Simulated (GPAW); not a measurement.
# MoS2 in GPAW: reference runs

How does MoS2 come out in PBEsol? The cell is run as given and disturbed.

All numbers are computed with GPAW 26.7.0; they aren't measurements. Logs are shortened: lines on timing, memory, paths and dates and some standing lists are left out, and cuts for length are marked. The log counts tension as positive stress, the text compression.

**1. Starting point**

The cell holds a slab with vacuum, 3 atoms: a = 3.184 Å, b = 3.184 Å, c = 17.335 Å, α = 90.00°, β = 90.00°, γ = 120.00°.

**2. Single point, PBEsol**

File run.py:

```python
from ase import Atoms
from ase.dft.bandgap import bandgap
from ase.io import write
from ase.units import Bohr, GPa
from gpaw import GPAW, PW, setup_paths
from gpaw.elf import elf_from_dft_calculation

setup_paths.insert(0, '.')

atoms = Atoms(['Mo', 'S', 'S'],
              cell=[[3.1841260822, 0.0, 0.0],
                    [-1.5920630411, 2.757534076, 0.0],
                    [0.0, 0.0, 17.33459995]],
              scaled_positions=[[0.0, 0.0, 0.0],
                                [0.3333333333, 0.6666666667, 0.91050702],
                                [0.3333333333, 0.6666666667, 0.08949298]],
              pbc=True)

calc = GPAW(mode=PW(600),
            xc='PBEsol',
            kpts={'size': (10, 10, 2), 'gamma': True},
            occupations={'name': 'fermi-dirac', 'width': 0.05},
            nbands=25,
            convergence={'density': 1e-05, 'energy': 1e-05},
            maxiter=150,
            txt='gpaw.txt')
atoms.calc = calc
energy = atoms.get_potential_energy()
forces = atoms.get_forces()
stress = atoms.get_stress()
calc.write('gs.gpw')
write('result.traj', atoms)
print(f'Energy: {energy:.6f} eV')
print('Forces (eV/A):')
print(forces.round(4))
print('Stress (GPa):', (stress / GPa).round(3))
print('Fermi level:', round(calc.get_fermi_level(), 4), 'eV')
print(f'Gap: {bandgap(calc)[0]:.4f} eV, direct: {bandgap(calc, direct=True)[0]:.4f} eV')

# fields on the real-space grid
write('density.cube', atoms, data=calc.get_pseudo_density() * Bohr**3)
write('potential.cube', atoms, data=calc.get_electrostatic_potential())
write('elf.cube', atoms, data=elf_from_dft_calculation(calc).data)
```

Potentials or basis: PAW data sets generated in the run's folder for this functional, pw.

Started as:

```bash
$ gpaw-setup -f PBEsol Mo S
$ OMP_NUM_THREADS=1 python run.py
```

gpaw.txt:

```text
__  _  _
 | _ |_)|_||  |
 |__||  | ||/\| - 26.7.0

Input parameters:
  mode=PW(ecut=600.0),
  convergence={'density': 1e-05, 'energy': 1e-05},
  kpts=MonkhorstPack(size=(10, 10, 2), gamma=True),
  maxiter=150,
  nbands=25,
  occupations=Occupations(name='fermi-dirac', width=0.05),
  xc=XC(name='PBEsol')

Diagonalizing LCAO Hamiltonian
Converting LCAO to pw mode

         S

         S

       Mo

Atoms  # Å, Bohr magnetons
|   | symbol |         x |        y |         z |    initial magnetic moments |
|---|--------|-----------|----------|-----------|-----------------------------|
| 0 |     Mo |  0.000000 | 0.000000 |  0.000000 | ( 0.0000,  0.0000,  0.0000) |
| 1 |      S | -0.000000 | 1.838356 | 15.783275 | ( 0.0000,  0.0000,  0.0000) |
| 2 |      S | -0.000000 | 1.838356 |  1.551325 | ( 0.0000,  0.0000,  0.0000) |

Unit cell  # Å
| periodic |         x |        y |         z |   lengths |     angles |
|----------|-----------|----------|-----------|-----------|------------|
|      yes |  3.184126 | 0.000000 |  0.000000 |  3.184126 |  90.000000 |
|      yes | -1.592063 | 2.757534 |  0.000000 |  3.184126 |  90.000000 |
|      yes |  0.000000 | 0.000000 | 17.334600 | 17.334600 | 120.000000 |

Number of symmetries: 12
Symmetry operations  # r_c * U_cc + t_c -> r_c
|    | kind |            matrix            |
|----|------|------------------------------|
|  0 |  σ   |  1, 1, 0,  0,-1, 0,  0, 0, 1 |
|  1 |  C2  |  1, 1, 0,  0,-1, 0,  0, 0,-1 |
|  2 |  E   |  1, 0, 0,  0, 1, 0,  0, 0, 1 |
|  3 |  σ   |  1, 0, 0,  0, 1, 0,  0, 0,-1 |
|  4 |  C3  |  0, 1, 0, -1,-1, 0,  0, 0, 1 |
|  5 |  S3  |  0, 1, 0, -1,-1, 0,  0, 0,-1 |
|  6 |  σ   |  0,-1, 0, -1, 0, 0,  0, 0, 1 |
|  7 |  C2  |  0,-1, 0, -1, 0, 0,  0, 0,-1 |
|  8 |  σ   | -1, 0, 0,  1, 1, 0,  0, 0, 1 |
|  9 |  C2  | -1, 0, 0,  1, 1, 0,  0, 0,-1 |
| 10 |  C3  | -1,-1, 0,  1, 0, 0,  0, 0, 1 |
| 11 |  S3  | -1,-1, 0,  1, 0, 0,  0, 0,-1 |

BZ-sampling:
  Number of BZ points: 200
  Number of IBZ points: 28

  Monkhorst-Pack size: [10, 10, 2]
  Monkhorst-Pack shift: [0.05, 0.05, 0.25]

K-points  # in reciprocal-cell coordinates
|     |                                coordinates |     weight |
|-----|--------------------------------------------|------------|
|   0 | (  0.00000000,   0.00000000,   0.00000000) | 0.00500000 |
|   1 | (  0.00000000,   0.00000000,   0.50000000) | 0.00500000 |
|   2 | (  0.10000000,   0.00000000,   0.00000000) | 0.03000000 |
|   3 | (  0.10000000,   0.00000000,   0.50000000) | 0.03000000 |
|   4 | (  0.20000000,  -0.10000000,   0.00000000) | 0.03000000 |
|   5 | (  0.20000000,  -0.10000000,   0.50000000) | 0.03000000 |
|   6 | (  0.20000000,   0.00000000,   0.00000000) | 0.03000000 |
|   7 | (  0.20000000,   0.00000000,   0.50000000) | 0.03000000 |
|   8 | (  0.30000000,  -0.10000000,   0.00000000) | 0.06000000 |
|   9 | (  0.30000000,  -0.10000000,   0.50000000) | 0.06000000 |
| ... |                                            |            |
|  27 | (  0.50000000,   0.50000000,   0.50000000) | 0.01500000 |

Plane wave coefficients: 5116
Cutoff: 600.0 eV

Spin-components: 1 (collinear spins)
Bands:           25
Projectors:      16
Spin-degeneracy: 2
Datatype:        complex128

Parallelization:
  kpt:    1
  domain: 1
  band:   1

Density:
  Valence electrons: 26.0
  Components: 1
  Grid points: [18 18 98]
  Charge: 0.0  # |e|

Potential:
  Grid points: [18 18 98]

species:
  Mo:
    name:    Molybdenum
    Z:       42.0
    valence: 14
    core:    28
    charge:  0.0  # [|e|]
    compensation charges:
      type: gauss
      rc: 0.38  # [Å]
      lmax: 2
    cutoffs:
      filter: 2.16  # [Å]
      core: 1.42  # [Å]
    projectors
    | kind |    occ | energy [eV] | rcut [Å] |
    |------|--------|-------------|----------|
    |   4s |  2.000 |     -64.262 |    1.238 |
    |   5s |  1.000 |      -4.116 |    1.238 |
    |   4p |  6.000 |     -38.461 |    1.296 |
    |   5p |  0.000 |      -1.012 |    1.296 |
    |   4d |  5.000 |      -3.770 |    1.296 |
    |    d |        |      23.442 |    1.296 |

    Using partial waves for Mo as LCAO basis

  S:
    name:    Sulfur
    Z:       16.0
    valence: 6
    core:    10
    charge:  0.0  # [|e|]
    compensation charges:
      type: gauss
      rc: 0.24  # [Å]
      lmax: 2
    cutoffs:
      filter: 1.77  # [Å]
      core: 1.66  # [Å]
    projectors
    | kind |    occ | energy [eV] | rcut [Å] |
    |------|--------|-------------|----------|
    |   3s |  2.000 |     -17.192 |    0.974 |
    |   3p |  4.000 |      -6.978 |    0.979 |
    |    s |        |      10.020 |    0.974 |
    |    p |        |      20.234 |    0.979 |
    |    d |        |       0.000 |    0.900 |

    Using partial waves for S as LCAO basis

Reference energy: -131755.109894  # eV

eigensolver:
  PPCG
  Converge bands: occupied
  niter=2

density mixing:
  MSR1-Mixer
  Pratt-step length: 0.05
  Maximum mixing coefficient: 0.75
  Old densities: 10
  SVD Regularization: 0.005
  Good broyden scale: 1.0
  Trust region scale: 1.0
  Backstep threshold: 4.0
  History deletion threshold: 6.0
  Fourier metric: weight=20.0, sigma=0.015

occupation numbers:
  Fermi-Dirac:
    width: 0.0500  # eV

poisson solver:
  ecut: 4800.0  # eV

xc functional:
  name: PBEsol with 2 nearest neighbor stencil

convergence criteria:
- Maximum integral of absolute [dens]ity change: 1e-05 electrons / valence electron
- Maximum [total energy] change in last 3 cyles: 1e-05 eV / valence electron
- Maximum integral of absolute [eigenst]ate change: 4e-08 eV^2 / valence electron
maximum number of iterations: 150

SCF iterations
|iter     | |      energy | eigst |  dens |
|---------|-|-------------|-------|-------|
|iter:   1| |  -25.320010 | +0.38 |       |
|iter:   2| |  -24.787159 | -1.29 | -0.98 |
|iter:   3| |  -23.711757 | -1.13 | -1.05 |
|iter:   4| |  -23.679273 | -2.17 | -1.50 |
|iter:   5| |  -23.677845 | -2.87 | -1.83 |
|iter:   6| |  -23.675235 | -3.65 | -2.29 |
|iter:   7| |  -23.675169 | -4.58 | -2.89 |
|iter:   8| |  -23.675162c| -5.62 | -3.44 |
|iter:   9| |  -23.675162c| -6.62 | -4.22 |
|iter:  10| |  -23.675162c| -7.44c| -4.87 |
|iter:  11| |  -23.675162c| -8.03c| -5.60c|

Converged in 11 steps
Energy contributions relative to reference atoms: (reference = -131755.109894)

Energy contributions:
  Kinetic:          -4.899993
  Coulomb:          -2.006326
  Zero:             -0.099625
  External:          0.000000
  Xc:              -16.669219
  Entropy:          -0.000000
  Spinorbit:         0.000000
  ----------------------------
  Free energy:     -23.675162
  Extrapolated:    -23.675162

dipole moment: (-9.488999, -8.315249, -65.033294)  # |e|*Ang

Fermi level: -0.396
Eigenvalues  # (at kpt = [0.000, 0.000, 0.000])
| band index |      eig [eV] | occ [0-2] |
|------------|---------------|-----------|
|          0 |       -62.087 |     2.000 |
|        ... |               |           |
|          5 |       -14.018 |     2.000 |
|          6 |        -6.888 |     2.000 |
|          7 |        -3.920 |     2.000 |
|          8 |        -3.920 |     2.000 |
|          9 |        -2.992 |     2.000 |
|         10 |        -2.791 |     2.000 |
[... 8 lines left out ...]
|         19 |         4.878 |     0.000 |
|         20 |         5.652 |     0.000 |
|        ... |               |           |
|         24 |         9.435 |     0.000 |

Gap: 1.714 eV
Transition (v -> c):
  (s=0, k=1, n=12, [0.00, 0.00, 0.50]) -> (s=0, k=18, n=13, [0.40, 0.30, 0.00])
Direct/indirect transitions are different
Direct gap: 1.908 eV
Transition at: (s=0, k=18, n=12, [0.40, 0.30, 0.00])

Forces  # eV/Ang
|        x |        y |        z |
|----------|----------|----------|
|  0.00000 | -0.00000 |  0.00000 |  # Mo   0
|  0.00000 |  0.00000 |  0.14875 |  # S    1
| -0.00000 |  0.00000 | -0.14875 |  # S    2

Stress tensor  # eV/Ang^3
|        x |        y |        z |
|----------|----------|----------|
| 0.009519 | 0.000000 | 0.000000 |
| 0.000000 | 0.009519 | 0.000000 |
| 0.000000 | 0.000000 | 0.003251 |

# Writing to gs.gpw (mode='')
```

stdout:

```text
Energy: -23.675162 eV
Forces (eV/A):
[[ 0.     -0.      0.    ]
 [ 0.      0.      0.1488]
 [-0.      0.     -0.1488]]
Stress (GPa): [1.525 1.525 0.521 0.    0.    0.   ]
Fermi level: -0.3961 eV
Gap: 1.7139 eV, direct: 1.9077 eV
```

Wall time 82 s (1 thread of Arm Neoverse V1, shared host); peak memory 0.26 GiB.

Results:

| Quantity | Value |
| --- | --- |
| Free energy | -23.6752 eV |
| Largest force | 0.149 eV/Å |
| Band gap on the k mesh | 1.71 eV, indirect (least direct gap 1.91 eV) |

Forces on the atoms (eV/Å):
```
Mo   0.000  0.000  0.000
S    0.000  0.000  0.149
S    0.000  0.000 -0.149
```

As with any semilocal functional, this PBEsol gap is likely too small.

**3. Single point, PBEsol (atoms moved at random, drawn with an rms of 0.05 Å)**

Changes to run.py since step 2:

```diff
@@ -3,5 +3,4 @@
 from ase.io import write
-from ase.units import Bohr, GPa
+from ase.units import GPa
 from gpaw import GPAW, PW, setup_paths
-from gpaw.elf import elf_from_dft_calculation
 
@@ -13,5 +12,5 @@
                     [0.0, 0.0, 17.33459995]],
-              scaled_positions=[[0.0, 0.0, 0.0],
-                                [0.3333333333, 0.6666666667, 0.91050702],
-                                [0.3333333333, 0.6666666667, 0.08949298]],
+              scaled_positions=[[0.002899, -0.01384, -0.000474],
+                                [0.331386, 0.661075, 0.910555],
+                                [0.321736, 0.655181, 0.089526]],
               pbc=True)
@@ -38,6 +37 @@
 print(f'Gap: {bandgap(calc)[0]:.4f} eV, direct: {bandgap(calc, direct=True)[0]:.4f} eV')
-
-# fields on the real-space grid
-write('density.cube', atoms, data=calc.get_pseudo_density() * Bohr**3)
-write('potential.cube', atoms, data=calc.get_electrostatic_potential())
-write('elf.cube', atoms, data=elf_from_dft_calculation(calc).data)
```

Potentials or basis: PAW data sets generated in the run's folder for this functional, pw.

Started as:

```bash
$ gpaw-setup -f PBEsol Mo S
$ OMP_NUM_THREADS=1 python run.py
```

gpaw.txt:

```text
__  _  _
 | _ |_)|_||  |
 |__||  | ||/\| - 26.7.0

Input parameters:
  mode=PW(ecut=600.0),
  convergence={'density': 1e-05, 'energy': 1e-05},
  kpts=MonkhorstPack(size=(10, 10, 2), gamma=True),
  maxiter=150,
  nbands=25,
  occupations=Occupations(name='fermi-dirac', width=0.05),
  xc=XC(name='PBEsol')

Diagonalizing LCAO Hamiltonian
Converting LCAO to pw mode

         S

         S

       Mo

Atoms  # Å, Bohr magnetons
|   | symbol |         x |         y |         z |    initial magnetic moments |
|---|--------|-----------|-----------|-----------|-----------------------------|
| 0 |     Mo |  0.031265 | -0.038164 | -0.008217 | ( 0.0000,  0.0000,  0.0000) |
| 1 |      S |  0.002702 |  1.822937 | 15.784107 | ( 0.0000,  0.0000,  0.0000) |
| 2 |      S | -0.018641 |  1.806684 |  1.551897 | ( 0.0000,  0.0000,  0.0000) |

Unit cell  # Å
| periodic |         x |        y |         z |   lengths |     angles |
|----------|-----------|----------|-----------|-----------|------------|
[... 167 lines left out ...]
  Spinorbit:         0.000000
  ----------------------------
  Free energy:     -23.654971
  Extrapolated:    -23.654971

dipole moment: (-21.127172, 11.760156, 64.422789)  # |e|*Ang

Fermi level: -0.396
Eigenvalues  # (at kpt = [0.000, 0.000, 0.000])
| band index |      eig [eV] | occ [0-2] |
|------------|---------------|-----------|
|          0 |       -62.086 |     2.000 |
|        ... |               |           |
|          5 |       -14.018 |     2.000 |
|          6 |        -6.889 |     2.000 |
|          7 |        -3.964 |     2.000 |
|          8 |        -3.875 |     2.000 |
|          9 |        -3.049 |     2.000 |
|         10 |        -2.915 |     2.000 |
[... 8 lines left out ...]
|         19 |         4.889 |     0.000 |
|         20 |         5.652 |     0.000 |
|        ... |               |           |
|         24 |         9.370 |     0.000 |

Gap: 1.704 eV
Transition (v -> c):
  (s=0, k=1, n=12, [0.00, 0.00, 0.50]) -> (s=0, k=68, n=13, [0.30, 0.40, 0.00])
Direct/indirect transitions are different
Direct gap: 1.892 eV
Transition at: (s=0, k=68, n=12, [0.30, 0.40, 0.00])

Forces  # eV/Ang
|        x |        y |        z |
|----------|----------|----------|
| -0.78120 |  0.30047 |  0.25645 |  # Mo   0
|  0.30323 | -0.21958 | -0.00501 |  # S    1
|  0.47797 | -0.08089 | -0.25151 |  # S    2

Stress tensor  # eV/Ang^3
|         x |         y |         z |
|-----------|-----------|-----------|
|  0.008693 |  0.001550 | -0.001827 |
|  0.001550 |  0.009890 | -0.001396 |
| -0.001827 | -0.001396 |  0.002745 |

# Writing to gs.gpw (mode='')
```

It took 4.9 min on 1 thread of Arm Neoverse V1, shared host; peak memory 0.5 GiB.

What came out:

```
Free energy            : -23.6550 eV
Largest force          : 0.875 eV/Å
Band gap on the k mesh : 1.70 eV, indirect (least direct gap 1.89 eV)
```

Forces in eV/Å, atoms in the order of the input:
```
Mo  -0.781  0.300  0.256
S    0.303 -0.220 -0.005
S    0.478 -0.081 -0.252
```
